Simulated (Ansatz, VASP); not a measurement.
# AlNi: VASP beside Ansatz

```xyz
2
Lattice="2.8642 0.0000 0.0000 0.0000 2.8642 0.0000 0.0000 0.0000 2.8642" Properties=species:S:1:pos:R:3 pbc="T T T"
Al    0.0000    0.0000    0.0000
Ni    1.4321    1.4321    1.4321
```

Alike in both runs: functional r2SCAN; k mesh 14 × 14 × 14; occupations fermi-dirac, width 0.15 eV; no spin polarisation.

Ansatz relaxed the structure, and its values are those at the end. VASP's run is a single point on that final structure, the one shown.

|  | VASP | Ansatz |
| --- | --- | --- |
| version | VASP 6.6.1 | Ansatz 0.2.0 |
| potentials or method | VASP PAW PBE potentials, release 64 (Al, Ni) | scalar-relativistic, plane waves, PAW |
| plane-wave cutoff (eV) | 520 | 500 |
| valence electrons in the cell | 13 | 21 |

```tsv
	VASP	Ansatz	Ansatz less VASP
gap on the k mesh at the Fermi level (eV)	none	none	-
pressure (GPa)	-0.2	0.0	+0.23
```

A gap of «none» marks a metal or a gap that the smearing closes. The two sets of potentials don't hold the same shells in valence.

Caveats: the PAW data sets were made with another functional, which shifts forces and pressure a little (VASP). Spin polarisation is off, so any magnetic state and its effect on volume and gap are missing.
